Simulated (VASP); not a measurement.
# CdSe (F-43m) in VASP: further runs, part 2 of 2

VASP 6.6.1. Earlier steps stand in the parts before.

### 9 Equation of state, r2SCAN, 30.68 Å³/atom (volume scaled by 1.06)

Contents of INCAR:

```
SYSTEM = CdSe
PREC     = Accurate       ! precision mode
ENCUT    = 520            ! plane-wave cutoff, eV
EDIFF    = 1E-6           ! SCF threshold, eV
ISMEAR   = -1             ! smearing method
SIGMA    = 0.05           ! smearing width, eV
LREAL    = .FALSE.        ! projectors in reciprocal space
LASPH    = .TRUE.         ! aspherical terms in the spheres
NELM     = 60             ! most SCF steps
ALGO     = Normal         ! electronic algorithm
ISIF     = 2              ! what is computed and relaxed
LWAVE    = .FALSE.        ! write WAVECAR
LCHARG   = .FALSE.        ! write CHGCAR
METAGGA  = R2SCAN         ! meta-GGA
LMIXTAU  = .TRUE.
```

Contents of KPOINTS:

```
Automatic mesh
0
G
  8 8 8
  0 0 0
```

Contents of POSCAR:

```
CdSe
1.0
    0.0000000000      3.1304878824      3.1304878824
    3.1304878824      0.0000000000      3.1304878824
    3.1304878824      3.1304878824      0.0000000000
Cd Se
1 1
Direct
    0.0000000000      0.0000000000      0.0000000000
    0.2500000000      0.2500000000      0.2500000000
```

Potentials or basis: VASP PAW PBE potentials, release 64 (Cd, Se).

Started as:

```sh
> cat potpaw_PBE.64/Cd/POTCAR potpaw_PBE.64/Se/POTCAR > POTCAR
> mpirun -np 1 vasp_std > vasp.out
```

It took 2.1 min on 1 thread of Intel Xeon Platinum 8375C at 2.90GHz (Ice Lake), shared host; peak memory 0.22 GiB.

The run converged. Its results:

- Free energy: -35.8872 eV
- Pressure: -2.6 GPa
- Band gap on the k mesh: 0.89 eV, direct

Caveat: the PAW data sets were made with another functional, which shifts forces and pressure a little.

### 10 Phonons, r2SCAN

Contents of POSCAR:

```
CdSe
1.0
    0.0000000000      3.0702711986      3.0702711986
    3.0702711986      0.0000000000      3.0702711986
    3.0702711986      3.0702711986      0.0000000000
Cd Se
1 1
Direct
    0.0000000000      0.0000000000      0.0000000000
    0.2500000000      0.2500000000      0.2500000000
```

Contents of INCAR.step1:

```
ALGO = Normal
EDIFF = 1E-8
EDIFFG = -0.002
ENCUT = 600
IBRION = 2
ISIF = 3
ISMEAR = 0
LASPH = True
LCHARG = False
LMIXTAU = True
LREAL = False
LWAVE = False
METAGGA = R2SCAN
NELM = 100
NSW = 40
PREC = Accurate
SIGMA = 0.05
```

Contents of INCAR.step2:

```
ALGO = Normal
EDIFF = 1E-8
ENCUT = 600
IBRION = 6
ISIF = 2
ISMEAR = 0
LASPH = True
LCHARG = False
LMIXTAU = True
LREAL = False
LWAVE = False
METAGGA = R2SCAN
NELM = 100
NFREE = 2
NSW = 1
POTIM = 0.015
PREC = Accurate
SIGMA = 0.05
```

Contents of KPOINTS:

```
k-points
0
Gamma
  6 6 6
```

Potentials or basis: VASP PAW PBE potentials, release 64 (Cd, Se).

Started as:

```sh
> cat potpaw_PBE.64/Cd/POTCAR potpaw_PBE.64/Se/POTCAR > POTCAR
> cp INCAR.step1 INCAR
> mpirun -np 1 vasp_std > vasp.out
> cp CONTCAR POSCAR
> cp INCAR.step2 INCAR
> mpirun -np 1 vasp_std > vasp.out
```

OUTCAR:

```text
EDIFF = 1E-8
   ENCUT = 600
   IBRION = 6
   ISIF = 2
   ISMEAR = 0
   LASPH = True
   LREAL = False
   METAGGA = R2SCAN
   NELM = 100
   NFREE = 2
   NSW = 1
   POTIM = 0.015
   PREC = Accurate

 ion  position               nearest neighbor table
   1  0.000  0.000  0.000-   2 2.66   2 2.66   2 2.66   2 2.66
   2  0.250  0.250  0.250-   1 2.66   1 2.66   1 2.66   1 2.66

  LATTYP: Found a face centered cubic cell.
 ALAT       =     6.1417086992

  Lattice vectors:

 A1 = (   0.0000000000,   3.0708543496,   3.0708543496)
 A2 = (   3.0708543496,   0.0000000000,   3.0708543496)
 A3 = (   3.0708543496,   3.0708543496,   0.0000000000)

Analysis of symmetry for initial positions (statically):
=====================================================================
[... 719 lines left out ...]
  Total       -0.0024404     -0.0006303     -0.0006303      0.0000000      0.0887121      0.0000000
  in kB       -0.0675098     -0.0174364     -0.0174364      0.0000000      2.4540648      0.0000000
  external PRESSURE =      -0.0341275 kB  Pullay stress =       0.0000000 kB
[... 17 lines left out ...]
  FREE ENERGIE OF THE ION-ELECTRON SYSTEM (eV)
  ---------------------------------------------------
  free  energy   TOTEN  =       -35.9131074021 eV

  energy  without entropy=      -35.9131074021  energy(sigma->0) =      -35.91310740

 INTERNAL STRAIN TENSORS FROM DISPLACED ATOMS
 ============================================

 INTERNAL STRAIN TENSOR FOR ION    1 for displacements in x,y,z  (eV/Angst):
          X           Y           Z          XY          YZ          ZX
  --------------------------------------------------------------------------------
  x    -0.00000     0.00000     0.00000     0.00000     5.91959     0.00000
  y     0.00000     0.00000     0.00000     0.00000     0.00000     5.91959
  z     0.00000     0.00000    -0.00000     5.91959     0.00000     0.00000

 INTERNAL STRAIN TENSOR FOR ION    2 for displacements in x,y,z  (eV/Angst):
          X           Y           Z          XY          YZ          ZX
  --------------------------------------------------------------------------------
  x     0.00000    -0.00000    -0.00000     0.00000    -5.91453     0.00000
  y     0.00000    -0.00000     0.00000     0.00000     0.00000    -5.91453
  z    -0.00000    -0.00000     0.00000    -5.91453     0.00000     0.00000

 Eigenvectors and eigenvalues of the dynamical matrix
 ----------------------------------------------------

   1 f  =    4.897443 THz    30.771545 2PiTHz  163.361129 cm-1    20.254189 meV
             X         Y         Z           dx          dy          dz
      0.000000  0.000000  0.000000    -0.280720    0.577349   -0.000000
      1.535427  1.535427  1.535427     0.335268   -0.689536   -0.000000
[... 21 lines left out ...]
   6 f/i=    0.002322 THz     0.014587 2PiTHz    0.077441 cm-1     0.009601 meV
             X         Y         Z           dx          dy          dz
      0.000000  0.000000  0.000000    -0.343902    0.359358   -0.583488
      1.535427  1.535427  1.535427    -0.287949    0.300890   -0.488554

 ELASTIC MODULI CONTR FROM IONIC RELAXATION (kBar)
 Direction    XX          YY          ZZ          XY          YZ          ZX
 --------------------------------------------------------------------------------
 XX          -0.0000      0.0000      0.0000     -0.0000      0.0000      0.0000
 YY           0.0000     -0.0000      0.0000     -0.0000     -0.0000     -0.0000
 ZZ           0.0000      0.0000     -0.0000      0.0000     -0.0000      0.0000
 XY          -0.0000     -0.0000      0.0000   -212.8190      0.0000      0.0000
 YZ           0.0000     -0.0000     -0.0000      0.0000   -212.8190      0.0000
 ZX           0.0000     -0.0000      0.0000      0.0000      0.0000   -212.8190
 --------------------------------------------------------------------------------
```

OUTCAR.step1:

```text
EDIFF = 1E-8
   EDIFFG = -0.002
   ENCUT = 600
   IBRION = 2
   ISIF = 3
   ISMEAR = 0
   LASPH = True
   LREAL = False
   METAGGA = R2SCAN
   NELM = 100
[... 514 lines left out ...]
      6.14171      3.07085      3.07085        -0.000000     -0.000000     -0.000000
      1.53543      1.53543      1.53543         0.000000      0.000000      0.000000
 -----------------------------------------------------------------------------------
    total drift:                               -0.000001     -0.000001     -0.000001

  FREE ENERGIE OF THE ION-ELECTRON SYSTEM (eV)
  ---------------------------------------------------
  free  energy   TOTEN  =       -35.9136075355 eV

  energy  without entropy=      -35.9136075355  energy(sigma->0) =      -35.91360754

 reached required accuracy - stopping structural energy minimisation
```

Run time: 15 min. Hardware: 1 thread of Intel Xeon Platinum 8375C at 2.90GHz (Ice Lake), shared host; peak memory 0.27 GiB.

Results:

```yaml
Relaxed_volume: 28.96 Å³/atom
Relaxed_cell: a = 4.343 Å, b = 4.343 Å, c = 4.343 Å, α = 60.00°, β = 60.00°, γ = 60.00°
Space_group_after_relaxing_to_0.05_Å: F-43m (No. 216)
Highest_phonon_frequency_at_Γ_LO-TO_splitting_left_out: 163 cm⁻¹
```

Final structure:
```yaml
crystal:
  lattice:
    - [0.00000, 3.07085, 3.07085]
    - [3.07085, 0.00000, 3.07085]
    - [3.07085, 3.07085, 0.00000]
  atoms:
    - { symbol: Cd, position: [0.00000, 0.00000, 0.00000] }
    - { symbol: Se, position: [0.25000, 0.25000, 0.25000] }
```

Phonon frequencies in cm⁻¹ (negative: imaginary):
```tsv
q point	frequencies
(0.000, 0.000, 0.000)	0 0 0 163 163 163
```

Caveat: the PAW data sets were made with another functional, which shifts forces and pressure a little.

### 11 The runs side by side

| task | level | cell | k mesh | cutoff (eV) | smearing | grid for exact exchange (PRECFOCK) | exchange at q = 0 | mesh quality | gap on the mesh (eV) |
| --- | --- | --- | --- | --- | --- | --- | --- | --- | --- |
| Born charges and dielectric tensor | PBEsol | as given | 8 × 8 × 8 | 520 | fermi-dirac 0.05 eV | - | - | not flagged | 0.43 |
| band structure | r2SCANh | as given | 4 × 4 × 4 | 520 | fermi-dirac 0.05 eV | Fast | truncated | coarse | 1.57 |
| phonons | r2SCAN | relaxed | 6 × 6 × 6 | 600 | gaussian 0.05 eV | - | - | not flagged | - |

Alike in all rows: potentials or basis VASP PAW PBE potentials, release 64 (Cd, Se); no spin polarisation.

Caveats: some runs use coarse meshes; the PAW data sets were made with another functional, which shifts forces and pressure a little; the gap is small at this level, which inflates the dielectric constant (some runs).

Total energies depend on the potentials used, so only differences within one code and one set of settings carry meaning.
